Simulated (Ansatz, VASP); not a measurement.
**Two plane-wave programs on ZnO**

```
CELL_PARAMETERS angstrom
3.27942 0.00000 0.00000
-1.63971 2.84006 0.00000
0.00000 0.00000 5.29317
ATOMIC_POSITIONS crystal
Zn 0.66667 0.33333 0.50060
Zn 0.33333 0.66667 0.00060
O 0.66667 0.33333 0.87971
O 0.33333 0.66667 0.37971
```

Alike in both runs: functional PBE; k mesh 10 × 10 × 6; no spin polarisation.

Ansatz relaxed the structure, and its values are those at the end. VASP's run is a single point on that final structure, the one shown.

|  | VASP | Ansatz |
| --- | --- | --- |
| version | VASP 6.6.1 | Ansatz 0.2.0 |
| potentials or method | VASP PAW PBE potentials, release 64 (Zn, O) | plane-wave PAW DFT |
| plane-wave cutoff (eV) | 520 | 420 |
| occupations | gaussian, width 0.01 eV | fixed |
| valence electrons in the cell | 36 | 36 |

```tsv
	VASP	Ansatz	Ansatz less VASP
pressure (GPa)	0.9	0.0	-0.89
```
